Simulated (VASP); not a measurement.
# PbO2 (Fm-3m) in VASP: a series of runs

One crystal, PbO2, is run at these levels: PBE; tasks: single point, relaxation of cell and atoms.

Program: VASP 6.6.1. These are calculated values, not measurements. Logs are shortened: lines on timing, memory, paths and dates and some standing lists are left out, and cuts for length are marked.

## 1. The structure

Symmetry: Fm-3m, No. 225, cubic system. The conventional cell has a = 5.140 Å, b = 5.140 Å, c = 5.140 Å, α = 90.00°, β = 90.00°, γ = 90.00°. Pb (site symmetry m-3m) is surrounded by 8 O at 2.23 Å. O (site symmetry -43m) has 4 Pb at 2.23 Å as nearest neighbours.

## 2. Single point, PBE

INCAR

```
ALGO     = Fast           # electronic algorithm
EDIFF    = 1E-7           # SCF threshold, eV
ENCUT    = 520            # plane-wave cutoff, eV
GGA      = PE             # functional
ISIF     = 2              # what is computed and relaxed
ISMEAR   = 0              # smearing method
LASPH    = T              # aspherical terms in the spheres
LCHARG   = T              # write CHGCAR
LELF     = T              # ELF
LREAL    = F              # projectors in reciprocal space
LVHAR    = T            
LWAVE    = F              # write WAVECAR
NBANDS   = 20             # bands
NELM     = 100            # most SCF steps
PREC     = Accurate       # precision mode
SIGMA    = 0.1            # smearing width, eV
```

KPOINTS

```
k-points
0
Gamma
  6 6 6
```

POSCAR

```
PbO2
1.0
    0.0000000000      2.5700000000      2.5700000000
    2.5700000000      0.0000000000      2.5700000000
    2.5700000000      2.5700000000      0.0000000000
Pb O
1 2
Direct
    0.0000000000      0.0000000000      0.0000000000
    0.2500000000      0.2500000000      0.2500000000
    0.7500000000      0.7500000000      0.7500000000
```

Potentials or basis: VASP PAW PBE potentials, release 64 (Pb_d, O).

The run is started by

```
$ cat potpaw_PBE.64/Pb_d/POTCAR potpaw_PBE.64/O/POTCAR > POTCAR
$ mpirun -np 1 vasp_std > vasp.out
```

OUTCAR:

```text
EDIFF = 1E-7
   ENCUT = 520
   GGA = PE
   ISIF = 2
   ISMEAR = 0
   LASPH = T
   LREAL = F
   NELM = 100
   PREC = Accurate

 ion  position               nearest neighbor table
   1  0.000  0.000  0.000-   3 2.23   3 2.23   3 2.23   2 2.23   3 2.23   2 2.23   2 2.23   2 2.23

   2  0.250  0.250  0.250-   1 2.23   1 2.23   1 2.23   1 2.23
   3  0.750  0.750  0.750-   1 2.23   1 2.23   1 2.23   1 2.23

  LATTYP: Found a face centered cubic cell.
 ALAT       =     5.1400000000

  Lattice vectors:

 A1 = (   0.0000000000,   2.5700000000,   2.5700000000)
 A2 = (   2.5700000000,   0.0000000000,   2.5700000000)
 A3 = (   2.5700000000,   2.5700000000,   0.0000000000)

Analysis of symmetry for initial positions (statically):
=====================================================================
 Subroutine PRICEL returns:
 Original cell was already a primitive cell.

 Routine SETGRP: Setting up the symmetry group for a
 face centered cubic supercell.

 Subroutine GETGRP returns: Found 48 space group operations
 (whereof 48 operations were pure point group operations)
 out of a pool of 48 trial point group operations.

The static configuration has the point symmetry O_h .

Analysis of symmetry for dynamics (positions and initial velocities):
=====================================================================
 Subroutine PRICEL returns:
 Original cell was already a primitive cell.

 Routine SETGRP: Setting up the symmetry group for a
 face centered cubic supercell.

 Subroutine GETGRP returns: Found 48 space group operations
 (whereof 48 operations were pure point group operations)
 out of a pool of 48 trial point group operations.

The dynamic configuration has the point symmetry O_h .

 Subroutine INISYM returns: Found 48 space group operations
 (whereof 48 operations are pure point group operations),
 and found     1 'primitive' translations

----------------------------------------------------------------------------------------

                                     Primitive cell

  volume of cell :      33.9492

  direct lattice vectors                    reciprocal lattice vectors
     0.000000000  2.570000000  2.570000000    -0.194552529  0.194552529  0.194552529
     2.570000000  0.000000000  2.570000000     0.194552529 -0.194552529  0.194552529
     2.570000000  2.570000000  0.000000000     0.194552529  0.194552529 -0.194552529

  length of vectors
     3.634528855  3.634528855  3.634528855     0.336974865  0.336974865  0.336974865

  position of ions in fractional coordinates (direct lattice)
     0.000000000  0.000000000  0.000000000
     0.250000000  0.250000000  0.250000000
     0.750000000  0.750000000  0.750000000

  ion indices of the primitive-cell ions
   primitive index   ion index
                 1           1
                 2           2
                 3           3

----------------------------------------------------------------------------------------

 KPOINTS: k-points

Automatic generation of k-mesh.
 Grid dimensions read from file:
 generate k-points for:    6    6    6

 Generating k-lattice:

  Cartesian coordinates                     Fractional coordinates (reciprocal lattice)
    -0.032425422  0.032425422  0.032425422     0.166666667  0.000000000  0.000000000
     0.032425422 -0.032425422  0.032425422     0.000000000  0.166666667  0.000000000
     0.032425422  0.032425422 -0.032425422     0.000000000  0.000000000  0.166666667

  Length of vectors
     0.056162478  0.056162478  0.056162478

  Shift w.r.t. Gamma in fractional coordinates (k-lattice)
     0.000000000  0.000000000  0.000000000

 Subroutine IBZKPT returns following result:
 ===========================================

 Found     16 irreducible k-points:

 Following reciprocal coordinates:
            Coordinates               Weight
  0.000000  0.000000  0.000000      1.000000
  0.166667  0.000000  0.000000      8.000000
  0.333333  0.000000  0.000000      8.000000
  0.500000  0.000000  0.000000      4.000000
  0.166667  0.166667  0.000000      6.000000
  0.333333  0.166667  0.000000     24.000000
[... 8 lines left out ...]
 -0.333333  0.333333  0.166667     24.000000
 -0.333333  0.500000  0.166667     12.000000
   k-points           NKPTS =     16   k-points in BZ     NKDIM =     16   number of bands    NBANDS=     20
   number of dos      NEDOS =    301   number of ions     NIONS =      3
   total plane-waves  NPLWV =  21952
   dimension x,y,z NGX =    28 NGY =   28 NGZ =   28
   dimension x,y,z NGXF=    56 NGYF=   56 NGZF=   56
   ions per type =               1   2
   NGX,Y,Z   is equivalent  to a cutoff of  12.81, 12.81, 12.81 a.u.
   NGXF,Y,Z  is equivalent  to a cutoff of  25.61, 25.61, 25.61 a.u.
 SYSTEM =  unknown system
   PREC   = accura    normal or accurate (medium, high low for compatibility)
   ISTART =      0    job   : 0-new  1-cont  2-samecut
   ICHARG =      2    charge: 1-file 2-atom 10-const
   ISPIN  =      1    spin polarized calculation?
[... 83 lines left out ...]
     19      23.9904      0.00000
     20      23.9904      0.00000

 k-point     3 :       0.3333    0.0000    0.0000
  band No.  band energies     occupation
      1     -11.3296      2.00000
      2      -9.9820      2.00000
      3      -8.1411      2.00000
      4      -8.1411      2.00000
      5      -7.7850      2.00000
      6      -7.7850      2.00000
[... 12 lines left out ...]
     19      23.8384      0.00000
     20      24.1198      0.00000

 k-point     4 :       0.5000    0.0000    0.0000
  band No.  band energies     occupation
      1     -11.2012      2.00000
      2      -9.8909      2.00000
      3      -8.1289      2.00000
      4      -8.1289      2.00000
      5      -7.7413      2.00000
      6      -7.7413      2.00000
[... 12 lines left out ...]
     19      23.7229      0.00000
     20      23.7229      0.00000

 k-point     5 :       0.1667    0.1667    0.0000
  band No.  band energies     occupation
      1     -11.7563      2.00000
      2      -9.6309      2.00000
      3      -8.1611      2.00000
      4      -8.1611      2.00000
      5      -7.8669      2.00000
      6      -7.7918      2.00000
[... 12 lines left out ...]
     19      24.1055      0.00000
     20      24.2592      0.00000

 k-point     6 :       0.3333    0.1667    0.0000
  band No.  band energies     occupation
      1     -11.2533      2.00000
      2     -10.1966      2.00000
      3      -8.0732      2.00000
      4      -8.0298      2.00000
      5      -7.8563      2.00000
      6      -7.7590      2.00000
[... 12 lines left out ...]
     19      24.1511      0.00000
     20      26.4489      0.00000

 k-point     7 :       0.5000    0.1667    0.0000
  band No.  band energies     occupation
      1     -11.0329      2.00000
      2     -10.2259      2.00000
      3      -8.0489      2.00000
      4      -7.9635      2.00000
      5      -7.7408      2.00000
      6      -7.5556      2.00000
[... 12 lines left out ...]
     19      24.1040      0.00000
     20      26.3763      0.00000
[... 93 lines left out ...]
 k-point    12 :      -0.3333    0.3333    0.0000
  band No.  band energies     occupation
      1     -10.8016      2.00000
      2     -10.4948      2.00000
      3      -7.9523      2.00000
      4      -7.9176      2.00000
      5      -7.8046      2.00000
      6      -6.8597      2.00000
[... 12 lines left out ...]
     19      24.1405      0.00000
     20      26.0304      0.00000

 k-point    13 :       0.5000    0.5000    0.0000
  band No.  band energies     occupation
      1     -10.9072      2.00000
      2     -10.2357      2.00000
      3      -8.0664      2.00000
      4      -7.8183      2.00000
      5      -7.8183      2.00000
      6      -7.7112      2.00000
[... 12 lines left out ...]
     19      24.0570      0.00000
     20      25.9515      0.00000

 k-point    14 :       0.5000    0.3333    0.1667
  band No.  band energies     occupation
      1     -10.8250      2.00000
      2     -10.5471      2.00000
      3      -7.9678      2.00000
      4      -7.9513      2.00000
      5      -7.8105      2.00000
      6      -7.5194      2.00000
[... 12 lines left out ...]
     19      24.2208      0.00000
     20      26.1026      0.00000

 k-point    15 :      -0.3333    0.3333    0.1667
  band No.  band energies     occupation
      1     -10.7960      2.00000
      2     -10.5028      2.00000
      3      -7.9510      2.00000
      4      -7.9141      2.00000
      5      -7.7819      2.00000
      6      -6.9740      2.00000
[... 12 lines left out ...]
     19      24.3507      0.00000
     20      26.1044      0.00000

 k-point    16 :      -0.3333    0.5000    0.1667
  band No.  band energies     occupation
      1     -10.7871      2.00000
      2     -10.4693      2.00000
      3      -7.9992      2.00000
      4      -7.8179      2.00000
      5      -7.7667      2.00000
      6      -7.2445      2.00000
[... 12 lines left out ...]
     19      24.9907      0.00000
     20      25.2190      0.00000

------------------------ aborting loop because EDIFF is reached ----------------------------------------

  FORCE on cell =-STRESS in cart. coord.  units (eV):
  Direction    XX          YY          ZZ          XY          YZ          ZX
  --------------------------------------------------------------------------------------
  -------------------------------------------------------------------------------------
  Total        6.3351377      6.3351377      6.3351377     -0.0000000      0.0000000     -0.0000000
  in kB      298.9766542    298.9766542    298.9766542     -0.0000000      0.0000000     -0.0000000
  external PRESSURE =     298.9766542 kB  Pullay stress =       0.0000000 kB

 VOLUME and BASIS-vectors are now :
 -----------------------------------------------------------------------------
  energy-cutoff  :      520.00
  volume of cell :       33.95
      direct lattice vectors                 reciprocal lattice vectors
     0.000000000  2.570000000  2.570000000    -0.194552529  0.194552529  0.194552529
     2.570000000  0.000000000  2.570000000     0.194552529 -0.194552529  0.194552529
     2.570000000  2.570000000  0.000000000     0.194552529  0.194552529 -0.194552529

 POSITION                                       TOTAL-FORCE (eV/Angst)
 -----------------------------------------------------------------------------------
      0.00000      0.00000      0.00000        -0.000000      0.000000     -0.000000
      1.28500      1.28500      1.28500         0.000000      0.000000      0.000000
      3.85500      3.85500      3.85500        -0.000000     -0.000000     -0.000000
 -----------------------------------------------------------------------------------
    total drift:                                0.000000     -0.000000      0.000000

  FREE ENERGIE OF THE ION-ELECTRON SYSTEM (eV)
  ---------------------------------------------------
  free  energy   TOTEN  =       -15.1545750136 eV

  energy  without entropy=      -15.1533691655  energy(sigma->0) =      -15.15397209
```

Run time: 8.4 s. Hardware: 1 thread of Intel Xeon 6975P-C (Granite Rapids), shared host; peak memory 0.15 GiB.

Results:

- Free energy: -15.1546 eV
- Pressure: 29.9 GPa
- Band gap on the k mesh: none (metal or under the smearing width)

Levels at points of the mesh, in eV from the Fermi level:
```csv
k point,band 11,band 12,band 13,band 14,band 15,band 16
"(0.00, 0.00, 0.00)",-1.63,-1.63,-1.63,-1.59,7.31,7.31
"(0.50, 0.00, 0.00)",-3.52,-1.72,-1.72,3.50,7.60,10.62
"(0.50, 0.50, 0.00)",-0.51,-0.26,-0.26,2.30,7.15,9.69
```

Caveat: a pressure of tens of GPa on the cell as given is suspect, and the run, the potentials or the cell itself is likely at fault. The run has no spin-orbit coupling, so splittings on Pb are missing.

## 3. Single point, PBE

This run uses another cell than the first one, of 13.14 Å³/atom, 1.161 times its volume.

INCAR

```
SYSTEM = PbO2
PREC     = Accurate       ! precision mode
ENCUT    = 520            ! plane-wave cutoff, eV
EDIFF    = 1E-6           ! SCF threshold, eV
ISMEAR   = 0              ! smearing method
SIGMA    = 0.1            ! smearing width, eV
LREAL    = .FALSE.        ! projectors in reciprocal space
LASPH    = .TRUE.         ! aspherical terms in the spheres
NELM     = 100            ! most SCF steps
ALGO     = Normal         ! electronic algorithm
ISIF     = 2              ! what is computed and relaxed
LWAVE    = .FALSE.        ! write WAVECAR
LCHARG   = .TRUE.         ! write CHGCAR
GGA      = PE             ! functional
LELF     = .TRUE.         ! ELF
LVHAR    = .TRUE.       
NBANDS   = 20             ! bands
```

KPOINTS

```
regular mesh
0
G
  6 6 6
  0 0 0
```

POSCAR

```
PbO2
1.0
    0.0000000000      2.7009292672      2.7009292672
    2.7009292672      0.0000000000      2.7009292672
    2.7009292672      2.7009292672      0.0000000000
Pb O
1 2
Direct
    0.0000000000      0.0000000000      0.0000000000
    0.2500000000      0.2500000000      0.2500000000
    0.7500000000      0.7500000000      0.7500000000
```

Potentials or basis: VASP PAW PBE potentials, release 64 (Pb_d, O).

The run is started by

```
$ cat potpaw_PBE.64/Pb_d/POTCAR potpaw_PBE.64/O/POTCAR > POTCAR
$ mpirun -np 1 vasp_std > vasp.out
```

Wall time 6.6 s (1 thread of Intel Xeon 6975P-C (Granite Rapids), shared host); peak memory 0.16 GiB.

The run converged. Its results:

```
Free energy            : -15.6095 eV
Pressure               : 0.4 GPa
Band gap on the k mesh : none (metal or under the smearing width)
```

Levels at points of the mesh, in eV from the Fermi level:
| k point | band 10 | band 11 | band 12 | band 13 | band 14 | band 15 | band 16 | band 17 |
| --- | --- | --- | --- | --- | --- | --- | --- | --- |
| (0.00, 0.00, 0.00) | -2.06 | -2.06 | -1.29 | -1.29 | -1.29 | 6.90 | 6.90 | 6.90 |
| (0.50, 0.00, 0.00) | -2.85 | -2.85 | -1.50 | -1.50 | 2.49 | 7.05 | 9.41 | 9.41 |
| (0.50, 0.50, 0.00) | -4.55 | -0.33 | -0.22 | -0.22 | 1.58 | 6.11 | 9.36 | 10.73 |

The run has no spin-orbit coupling, so splittings on Pb are missing.

## 4. Relaxation of cell and atoms, PBE

INCAR

```
PREC     = Accurate       # precision mode
ENCUT    = 600            # plane-wave cutoff, eV
EDIFF    = 1E-6           # SCF threshold, eV
ISMEAR   = 0              # smearing method
SIGMA    = 0.1            # smearing width, eV
LREAL    = F              # projectors in reciprocal space
LASPH    = T              # aspherical terms in the spheres
NELM     = 100            # most SCF steps
ALGO     = Normal         # electronic algorithm
ISIF     = 3              # what is computed and relaxed
LWAVE    = F              # write WAVECAR
LCHARG   = F              # write CHGCAR
GGA      = PE             # functional
IBRION   = 2              # ionic algorithm
NSW      = 60             # ionic steps
EDIFFG   = -0.04          # ionic threshold
```

KPOINTS

```
regular mesh
0
Gamma
  6 6 6
```

POSCAR

```
PbO2
1.0
    0.0000000000      2.5700000000      2.5700000000
    2.5700000000      0.0000000000      2.5700000000
    2.5700000000      2.5700000000      0.0000000000
Pb O
1 2
Direct
    0.0000000000      0.0000000000      0.0000000000
    0.2500000000      0.2500000000      0.2500000000
    0.7500000000      0.7500000000      0.7500000000
```

The run is started by

```
$ cat potpaw_PBE.64/Pb_d/POTCAR potpaw_PBE.64/O/POTCAR > POTCAR
$ mpirun -np 1 vasp_std > vasp.out
```

Wall time 18 s (1 thread of Intel Xeon 6975P-C (Granite Rapids), shared host); peak memory 0.17 GiB.

It converged, with:

```yaml
Free_energy: -15.6031 eV
Relaxed_volume: 13.20 Å³/atom
Relaxed_cell: a = 3.826 Å, b = 3.826 Å, c = 3.826 Å, α = 60.00°, β = 60.00°, γ = 60.00°
Space_group_after_relaxing_to_0.05_Å: Fm-3m (No. 225)
Energy_gained_by_relaxing: 147.8 meV/atom
Ionic_steps: 3
Pressure_after_relaxing: -0.3 GPa
Band_gap_on_the_k_mesh: none (metal or under the smearing width)
```

The path:
| step | energy change (eV) | largest force (eV/Å) | pressure (GPa) | volume (Å³) |
| --- | --- | --- | --- | --- |
| 1 | 0.0000 | 0.0000 | 29.73 | 33.95 |
| 2 | -0.1787 | 0.0000 | -12.66 | 45.35 |
| 3 | -0.4435 | 0.0000 | -0.30 | 39.61 |

Final structure:
```cif
data_structure
_symmetry_space_group_name_H-M 'P 1'
_symmetry_Int_Tables_number 1
_cell_length_a 3.8263
_cell_length_b 3.8263
_cell_length_c 3.8263
_cell_angle_alpha 60.000
_cell_angle_beta 60.000
_cell_angle_gamma 60.000
_cell_volume 39.61
loop_
_atom_site_label
_atom_site_type_symbol
_atom_site_fract_x
_atom_site_fract_y
_atom_site_fract_z
_atom_site_occupancy
Pb1 Pb 0.00000 0.00000 0.00000 1
O1 O 0.25000 0.25000 0.25000 1
O2 O 0.75000 0.75000 0.75000 1
```

Levels at points of the mesh, in eV from the Fermi level:
| k point | band 9 | band 10 | band 11 | band 12 | band 13 | band 14 | band 15 | band 16 | band 17 |
| --- | --- | --- | --- | --- | --- | --- | --- | --- | --- |
| (0.00, 0.00, 0.00) | -2.05 | -2.05 | -2.05 | -1.28 | -1.28 | -1.28 | 6.89 | 6.89 | 6.89 |
| (0.50, 0.00, 0.00) | -3.35 | -2.83 | -2.83 | -1.49 | -1.49 | 2.46 | 7.03 | 9.37 | 9.37 |
| (0.50, 0.50, 0.00) | -4.52 | -4.52 | -0.32 | -0.22 | -0.22 | 1.56 | 6.07 | 9.35 | 10.68 |

Caveat: the volume moved by over 15 % at a fixed basis, so the end points are rough; the volume moved by +17 % from the deposited cell, more than functionals usually miss. PBE usually gives volumes a little too large and moduli too small.

## 5. The runs side by side

| task | cell | cutoff (eV) | gap on the mesh (eV) | pressure (GPa) |
| --- | --- | --- | --- | --- |
| single point | Fm-3m, 11.32 Å³/atom | 520 | none | 29.9 |
| single point | Fm-3m, 13.14 Å³/atom | 520 | none | 0.4 |
| relaxation of cell and atoms | relaxed | 600 | none | -0.3 |

Alike in all rows: level PBE; potentials or basis VASP PAW PBE potentials, release 64 (Pb_d, O); no spin polarisation; k mesh 6 × 6 × 6; smearing gaussian 0.1 eV.

Caveats: a pressure of tens of GPa on the cell as given is suspect, and the run, the potentials or the cell itself is likely at fault (some runs); the volume moved by over 15 % at a fixed basis, so the end points are rough (some runs); the volume moved by +17 % from the deposited cell, more than functionals usually miss (some runs).

Total energies depend on the potentials used, so only differences within one code and one set of settings carry meaning.
